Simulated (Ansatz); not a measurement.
FeO:

```
CELL_PARAMETERS angstrom
-1.60210 1.60210 2.08339
1.60210 -1.60210 2.08339
1.60210 1.60210 -2.08339
ATOMIC_POSITIONS crystal
Fe 0.00000 0.00000 0.00000
O 0.50000 0.50000 0.00000
```

The cell comes from a database or a generator and needn't be the stable form of this composition.

```yaml
Program: Ansatz 0.2.0
Task: single point
Functional: PBE
Potentials_or_basis: Ansatz PAW
Cutoff: "420 eV (not typed: the program's choice for these potentials)"
k_mesh: 12 × 12 × 12
Occupations: fermi-dirac, width 0.05 eV
Spin: collinear spin, ferromagnetic start
Starting_moments: "[3.0, 0.0] μB"
```

On this cell: pressure -8.7 GPa; largest force under 0.003 eV/Å; net moment 4.00 μB per cell; site moments Fe +3.40; O +0.31 μB; band gap on the k mesh none (metal or under the smearing width).

The same run follows on a disturbed copy (atoms moved at random, drawn with an rms of 0.05 Å):

```
CELL_PARAMETERS angstrom
-1.60210 1.60210 2.08339
1.60210 -1.60210 2.08339
1.60210 1.60210 -2.08339
ATOMIC_POSITIONS crystal
Fe 0.00011 0.00377 0.99607
O 0.50393 0.50376 0.01474
```

Problem. What changes?

Solution. The energy (extrapolated to zero smearing) moves by +1.4 meV/atom; pressure -8.5 GPa; largest force 0.168 eV/Å; net moment 4.00 μB per cell; site moments Fe +3.38; O +0.31 μB; band gap on the k mesh none (metal or under the smearing width).

Forces on the atoms (eV/Å):
```
Fe   0.007  0.010 -0.168
O   -0.007 -0.010  0.168
```

Stress tensor (GPa, compression positive):
```
-10.10   0.12   0.04
  0.12 -10.12   0.06
  0.04   0.06  -5.33
```

Caveats: a cell with one magnetic atom can't hold antiferromagnetic order, which such compounds often take; semilocal functionals often make such compounds metallic where correlation or magnetic order opens a gap, which also shifts bond lengths.
